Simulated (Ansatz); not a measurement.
The system is Os.

```
Os
1.0
     2.73410    0.00000    0.00000
    -1.36705    2.36780    0.00000
     0.00000    0.00000    4.31970
Os
2
Direct
  0.66667 0.33333 0.75000
  0.33333 0.66667 0.25000
```

| Property | Result |
| --- | --- |
| Program | Ansatz 0.2.0 |
| Task | relaxation of cell and atoms |
| Functional | BLYP |
| Dispersion | D3(BJ) |
| Potentials or basis | Ansatz PAW |
| Cutoff | 420 eV (not typed: the program's choice for these potentials) |
| k mesh | 11 × 11 × 6 |
| Occupations | fermi-dirac, width 0.05 eV |
| Spin | no spin polarisation |

At the start: volume 13.98 Å³/atom.

Problem. How do energy, volume and symmetry change on relaxing?

Solution. It ends after 4 steps and the volume is 14.22 Å³/atom (+1.7 %); space group P6_3/mmc (No. 194, to 0.05 Å).

The path:
```tsv
step	energy change (eV)	largest force (eV/Å)	volume (Å³)
1	0.0000	0.0000	27.96
2	-0.0100	0.0000	28.48
3	-0.0101	0.0000	28.45
4	-0.0103	0.0000	28.45
```

Final structure:
```xyz
2
Lattice="2.7499 0.0000 0.0000 -1.3750 2.3815 0.0000 0.0000 0.0000 4.3436" Properties=species:S:1:pos:R:3 pbc="T T T"
Os    1.3750    0.7938    3.2577
Os    0.0000    1.5877    1.0859
```

Caveat: the plane-wave basis is chosen anew once the cell has moved, so the energies of steps on either side of that aren't comparable; pairwise dispersion overbinds metals, which lowers pressure and volume; the PAW data sets come from PBE, with cores solved anew for the run's functional, which leaves a small shift of forces and pressure.
